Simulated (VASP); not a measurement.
A run of VASP 6.6.1 is set up as follows.

Contents of POSCAR:

```
KI
1.0
    0.0000000000      3.5327750000      3.5327750000
    3.5327750000      0.0000000000      3.5327750000
    3.5327750000      3.5327750000      0.0000000000
I K
1 1
Direct
    0.5000000000      0.5000000000      0.5000000000
    0.0000000000      0.0000000000      0.0000000000
```

File INCAR.step1:

```
ALGO     = Normal         # electronic algorithm
EDIFF    = 1E-5           # SCF threshold, eV
ENCUT    = 600            # plane-wave cutoff, eV
GGA      = PE             # functional
ISMEAR   = 0              # smearing method
KPAR     = 4            
LASPH    = True           # aspherical terms in the spheres
LCHARG   = False          # write CHGCAR
LREAL    = False          # projectors in reciprocal space
LWAVE    = True           # write WAVECAR
NELM     = 100            # most SCF steps
PREC     = Accurate       # precision mode
SIGMA    = 0.02           # smearing width, eV
```

INCAR.step2

```
ALGO     = Normal         # electronic algorithm
EDIFF    = 1E-7           # SCF threshold, eV
EDIFFG   = -0.01          # ionic threshold
ENCUT    = 600            # plane-wave cutoff, eV
GGA      = PE             # functional
HFSCREEN = 0.2            # screening, 1/A
IBRION   = 2              # ionic algorithm
ISIF     = 3              # what is computed and relaxed
ISMEAR   = 0              # smearing method
ISTART   = 1            
KPAR     = 4            
LASPH    = True           # aspherical terms in the spheres
LCHARG   = False          # write CHGCAR
LHFCALC  = True           # exact exchange
LREAL    = False          # projectors in reciprocal space
LWAVE    = False          # write WAVECAR
NELM     = 100            # most SCF steps
NSW      = 60             # ionic steps
PREC     = Accurate       # precision mode
PRECFOCK = Fast         
SIGMA    = 0.02           # smearing width, eV
```

Contents of KPOINTS:

```
k-points
0
Gamma
  4 4 4
```

Potentials or basis: VASP PAW PBE potentials, release 64 (I, K_sv).

Run with:

```sh
$ cat potpaw_PBE.64/I/POTCAR potpaw_PBE.64/K_sv/POTCAR > POTCAR
$ cp INCAR.step1 INCAR
$ mpirun -np 4 vasp_std > vasp.out
$ cp INCAR.step2 INCAR
$ mpirun -np 4 vasp_std > vasp.out
```

(1) Estimate the band gap on the k mesh.

(2) Predict the relaxed volume.

Results:

(1) 4.89 eV, direct.

(2) 45.66 Å³/atom.

Caveat: the PAW data sets were made with another functional, which shifts forces and pressure a little; spin-orbit coupling is left out, which moves the levels of the heavy elements.
